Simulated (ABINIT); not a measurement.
C:

```xyz
2
Lattice="0.0000 1.7834 1.7834 1.7834 0.0000 1.7834 1.7834 1.7834 0.0000" Properties=species:S:1:pos:R:3 pbc="T T T"
C     2.6751    2.6751    2.6751
C     1.7834    1.7834    1.7834
```

This isn't the form of C at room conditions, which is graphite.

Program: ABINIT 10.8.3 (patched build). Alike in all runs: no spin polarisation; cell as given; cutoff (eV) 1007.

Order these runs on this cell by their pressure, lowest first.
A. level PBEsol; potentials or basis PseudoDojo NC SR PBEsol v0.4.1 standard; k mesh 8 × 8 × 8, with 4 shifts; smearing fixed; bands in the sums 12; broadening (eV) 0.1; scissor shift (eV) 0
B. level LDA; potentials or basis PseudoDojo NC SR LDA v0.4.1 standard; k mesh 10 × 10 × 10; smearing fermi-dirac 0.05 eV
C. level PBE; potentials or basis PseudoDojo NC SR PBE v0.4.1 standard; k mesh 6 × 6 × 6, with 4 shifts; smearing fixed; stop of the response cycle (tolvrs) 1e-09; acoustic sum rule (asr) 1

B (-12.0 GPa), A (-4.0 GPa), C (1.2 GPa).

Not every run made on this cell is shown here.
